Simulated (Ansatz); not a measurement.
## ZrSe2 under changes of volume

One of the cells (25.784 Å³/atom); the others are scaled copies at fixed shape and fractional positions:

```
Zr Se
1.0
     3.79800    0.00000    0.00000
    -1.89900    3.28916    0.00000
     0.00000    0.00000    6.19200
Zr Se
1 2
Direct
  0.00000 0.00000 0.00000
  0.66667 0.33333 0.75000
  0.33333 0.66667 0.25000
```

* Program: Ansatz 0.2.0
* Functional: PBE
* Potentials or basis: all-electron LAPW, scalar-relativistic
* Cutoff: 235 eV (chosen from the basis error)
* Basis error allowed: 0.001 eV/atom
* k mesh: 8 × 8 × 5
* Occupations: fermi-dirac, width 0.05 eV
* Spin: no spin polarisation

| volume (Å³/atom) | energy over the lowest point (meV/atom) | pressure (GPa) | gap on the mesh (eV) | largest force (eV/Å) |
| --- | --- | --- | --- | --- |
| 24.237 | ? | ? | ? | ? |
| 24.753 | 27.57 | 5.6 | 0.36 | 0.756 |
| 25.268 | 12.67 | 3.7 | 0.39 | 0.512 |
| 25.784 | 3.67 | 1.9 | 0.41 | 0.285 |
| 26.300 | 0.00 | 0.4 | 0.43 | 0.073 |
| 26.815 | 1.15 | -1.1 | 0.45 | 0.123 |
| 27.331 | 6.67 | -2.3 | 0.47 | 0.306 |

Q: What does the run at 24.237 Å³/atom give?

A: Energy over the lowest point 48.98 meV/atom; pressure 7.7 GPa; gap on the mesh 0.34 eV; largest force 1.019 eV/Å.

Worked out: A Birch-Murnaghan fit of order 3 (a polynomial in V^(-2/3)) to the other rows has its minimum at 26.43 Å³/atom with B0 = V·E''(V) = 75 GPa and B' = 4.2 at fixed shape and positions, which overstates the stiffness. It gives 49.04 meV/atom at 24.237 Å³/atom, against the run's 48.98, and -dE/dV = 7.8 GPa, against 7.7. A straight line through the other rows of the gap, of slope 1.08 eV per unit of ln V, extrapolates to 0.34 eV, against the run's 0.34.

Energies are extrapolated to zero smearing.

Caveats: an odd mesh through Γ misses points on the zone boundary, where band edges often lie; this functional lacks dispersion, which binds the layers, so the pressure and a relaxed spacing across them are unreliable; forces of over 1 eV/Å show positions far from the minimum, so gaps and moduli don't describe the material at rest (some runs). Spin-orbit coupling on Se, Zr is left out.

The runs don't all hold the same shells in valence.
